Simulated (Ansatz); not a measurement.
**FePt (Tetraferroplatinum) under changes of volume**

One of the cells (13.796 Å³/atom); the others are scaled copies at fixed shape and fractional positions:

```
Pt Fe
1.0
     2.72350    0.00000    0.00000
     0.00000    2.72350    0.00000
     0.00000    0.00000    3.72000
Pt Fe
1 1
Cartesian
  1.3618 1.3618 1.8600
  0.0000 0.0000 0.0000
```

* Program: Ansatz 0.2.0
* Functional: PBE
* Potentials or basis: Ansatz PAW
* Cutoff: 420 eV (not typed: the program's choice for these potentials)
* k mesh: 10 × 10 × 7
* Occupations: fermi-dirac, width 0.05 eV
* Spin: collinear spin, ferromagnetic start
* Starting moments: [0.0, 3.0] μB

| volume (Å³/atom) | energy over the lowest point (meV/atom) | pressure (GPa) | moment (μB per cell) |
| --- | --- | --- | --- |
| 12.969 | 58.21 | 19.4 | 3.20 |
| 13.245 | ? | ? | ? |
| 13.521 | 11.89 | 8.1 | 3.25 |
| 13.796 | 2.20 | 3.4 | 3.28 |
| 14.072 | 0.00 | -0.7 | 3.32 |
| 14.348 | 4.43 | -4.3 | 3.36 |
| 14.624 | 14.79 | -7.6 | 3.40 |

Question: What does the run at 13.245 Å³/atom give?

Answer: Energy over the lowest point 30.14 meV/atom; pressure 13.4 GPa; moment 3.22 μB per cell.

Worked out: A Birch-Murnaghan fit of order 3 (a polynomial in V^(-2/3)) to the other rows has its minimum at 14.02 Å³/atom with B0 = V·E''(V) = 201 GPa and B' = 5.4 at fixed shape and positions, which overstates the stiffness. It gives 30.20 meV/atom at 13.245 Å³/atom, against the run's 30.14, and -dE/dV = 13.3 GPa, against 13.4. A parabola through the other rows of the moment, of slope 0.093 μB per Å³/atom there, gives 3.22 μB, against the run's 3.22.

Energies are extrapolated to zero smearing.
